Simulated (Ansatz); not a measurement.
Stackings of close-packed layers of Mn (one atom a layer), each relaxed to a stress under 0.05 GPa; h and k mark layers whose two neighbours have the same or different letters; energies count from the stacking AB (P6_3/mmc).

Theory: DFT PBEsol, scalar-relativistic, plane waves, PAW (Ansatz).

Plane waves to 420 eV, a k mesh through Γ of 21×21×5 on the computed 4-atom cell and Gaussian smearing (0.10 eV); no spin polarisation.

Start (ABAC (khkh)):

```xyz
4
Lattice="2.4517 0.0000 0.0000 -1.2258 2.1232 0.0000 0.0000 0.0000 7.9297" Properties=species:S:1:pos:R:3 pbc="T T T"
Mn    0.0000    0.0000    0.0000
Mn    0.0000    1.4155    1.9824
Mn    0.0000    0.0000    3.9649
Mn    1.2258    0.7077    5.9473
```

Problem. Relax it.

Solution. The free energy falls by 0 meV/atom.

- spacing of like layers (Å): 1.979
- a (Å): 2.453
- gap on the mesh (eV): 0

Relaxed structure:
```yaml
crystal:
  lattice:
    - [2.45347, 0.00000, 0.00000]
    - [-1.22674, 2.12477, 0.00000]
    - [0.00000, 0.00000, 7.91704]
  atoms:
    - { symbol: Mn, position: [0.00000, 0.00000, 0.00000] }
    - { symbol: Mn, position: [0.33333, 0.66667, 0.25000] }
    - { symbol: Mn, position: [0.00000, 0.00000, 0.50000] }
    - { symbol: Mn, position: [0.66667, 0.33333, 0.75000] }
```

Small energy differences in metals hang on the k mesh (about 10 mJ/m² or 1 to 2 meV/atom on the mesh of the relaxation).

Time: 24 s on 2 threads of Arm Neoverse V2 (shared host), peak memory 0.45 GiB.

The reference crystal is a form of Mn, which isn't its usual structure.